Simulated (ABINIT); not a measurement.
Crystal: PtS2.

```
Pt S
1.0
     3.54320    0.00000    0.00000
    -1.77160    3.06850    0.00000
     0.00000    0.00000    5.03880
Pt S
1 2
Direct
  0.00000 0.00000 0.00000
  0.66667 0.33333 0.77300
  0.33333 0.66667 0.22700
```

Base run:

- Program: ABINIT 10.8.3 (patched build)
- Functional: PBEsol
- Potentials or basis: JTH PAW PBE v2.0
- Cutoff: 544 eV
- k mesh: 9 × 9 × 5
- Occupations: fermi-dirac, width 0.05 eV
- Spin: no spin polarisation

Its results: band gap on the k mesh 0.92 eV, indirect (least direct gap 0.95 eV); pressure 7.3 GPa; largest force 1.082 eV/Å.

Problem. After a change of settings the same cell gave: band gap on the k mesh 0.88 eV, indirect (least direct gap 0.92 eV); pressure 4.1 GPa; largest force 0.893 eV/Å. Which change was it?
A. functional from PBEsol to PW91
B. functional from PBEsol to BP86
C. functional from PBEsol to WC
D. functional from PBEsol to LDA-PZ; potentials or basis from JTH PAW PBE v2.0 to JTH PAW LDA v2.0

Solution. D.

Caveats: spin-orbit coupling is left out, which moves the levels of the heavy elements; the PAW data sets were made with another functional, which shifts forces and pressure a little (some runs).

Runs at the PBE level aren't shown here.
